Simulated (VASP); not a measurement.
The system is PbS.

```xyz
2
Lattice="2.1127 1.2197 3.4519 -2.1127 1.2197 3.4519 0.0000 -2.4395 3.4519" Properties=species:S:1:pos:R:3 pbc="T T T"
Pb    0.0000    0.0000   10.1545
S     0.0000    0.0000    4.9193
```

The cell is a database's computed one.

```yaml
Program: VASP 6.6.1
Task: relaxation of cell and atoms
Functional: PBEsol
Potentials_or_basis: VASP PAW PBE potentials, release 64 (Pb_d, S)
Cutoff: 600 eV
k_mesh: 12 × 12 × 12
Occupations: gaussian, width 0.02 eV
Spin: no spin polarisation
```

At the start: pressure -2.0 GPa; volume 26.69 Å³/atom.

Problem. How do energy, volume and symmetry change on relaxing?

Solution. Over 12 steps the energy falls by 6.5 meV/atom and the volume is 25.75 Å³/atom (-3.5 %); space group Fm-3m (No. 225, to 0.05 Å).

The path:
| step | energy change (eV) | largest force (eV/Å) | pressure (GPa) | volume (Å³) |
| --- | --- | --- | --- | --- |
| 1 | 0.0000 | 0.0105 | -2.01 | 53.37 |
| 2 | -0.0106 | 0.0362 | 0.81 | 50.83 |
| 3 | -0.0122 | 0.0302 | -0.01 | 51.49 |
| 4 | -0.0122 | 0.0298 | 0.04 | 51.45 |
| 5 | -0.0123 | 0.0197 | 0.02 | 51.44 |
| 6 | -0.0124 | 0.0225 | 0.04 | 51.43 |
| 7 | -0.0126 | 0.0147 | 0.06 | 51.41 |
| 8 | -0.0129 | 0.0063 | 0.10 | 51.37 |
| 9 | -0.0127 | 0.0000 | -0.35 | 51.73 |
| 10 | -0.0129 | 0.0081 | -0.04 | 51.48 |
| 11 | -0.0129 | 0.0111 | -0.03 | 51.47 |
| 12 | -0.0130 | 0.0021 | -0.03 | 51.49 |

Final structure:
```cif
data_structure
_symmetry_space_group_name_H-M 'P 1'
_symmetry_Int_Tables_number 1
_cell_length_a 4.1759
_cell_length_b 4.1759
_cell_length_c 4.1759
_cell_angle_alpha 59.999
_cell_angle_beta 59.999
_cell_angle_gamma 59.999
_cell_volume 51.49
loop_
_atom_site_label
_atom_site_type_symbol
_atom_site_fract_x
_atom_site_fract_y
_atom_site_fract_z
_atom_site_occupancy
Pb1 Pb 0.97826 0.97826 0.97826 1
S1 S 0.47734 0.47734 0.47734 1
```

Caveat: the PAW data sets were made with another functional, which shifts forces and pressure a little.
